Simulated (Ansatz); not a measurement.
**SiC: moving Si off its site**

SiC, F-43m, a = 4.348 Å (as given, not relaxed at this level: 4.8 GPa). The compound has several low-lying forms, and this is one of them. Ansatz: PBE, PAW, 420 eV, Γ-centred 6×6×6 mesh on 8 atoms, Gaussian smearing 0.05 eV; no spin polarisation.

```xyz
8
Lattice="4.3480 0.0000 0.0000 0.0000 -4.3480 0.0000 0.0000 0.0000 -4.3480" Properties=species:S:1:pos:R:3 pbc="T T T"
Si    0.0000   -2.1740   -2.1740
Si    2.1740    0.0000   -2.1740
Si    2.1740   -2.1740    0.0000
Si    0.0000    0.0000    0.0000
C     3.2610   -3.2610   -3.2610
C     1.0870   -1.0870   -3.2610
C     1.0870   -3.2610   -1.0870
C     3.2610   -1.0870   -1.0870
```

Atom 1 (Si) moves by x along the unit vector (0.000, 1.000, 0.000), with its periodic images; all else is held. y is the free energy of the cell over the start, F the force along the path summed over the moved atoms. Symmetry makes y even in x.

| x (Å) | y (meV) | F (eV/Å) |
| --- | --- | --- |
| -0.300 | 1127.1 | 7.26 |
| -0.180 | 414.2 | 4.55 |
| -0.060 | 46.5 | 1.55 |
| 0.000 | 0.0 | 0.00 |
| 0.090 | 104.4 | -2.31 |
| 0.120 | 185.2 | -3.07 |
| 0.150 | ? | ? |
| 0.210 | 561.5 | -5.26 |
| 0.240 | 729.9 | -5.96 |
| 0.270 | 918.7 | -6.63 |

Fit y = c2 x² + c4 x⁴ to the energies of the other rows, give the force constant, and predict energy and force of the missing row.

Least squares on the rows shown. y = 12932 x² − 4535.9 x⁴. The force constant is 2 c2 = 25.9 eV/Å², for the cell as given, at 4.8 GPa (for all images moving together, not for a lone atom). The force −dy/dx at the missing row is -3.82 eV/Å (computed -3.82). At x = 0.150 the fit asked for gives 288.7 meV. The run gave 288.6 meV, so the fit is 0.1 meV too high, within twice the rms miss on the fitted rows (0.05 meV).

Cost: 10 runs of about 1.7 core-minutes in all, on Intel Xeon Platinum 8259CL (Skylake/Cascade Lake) (shared hosts).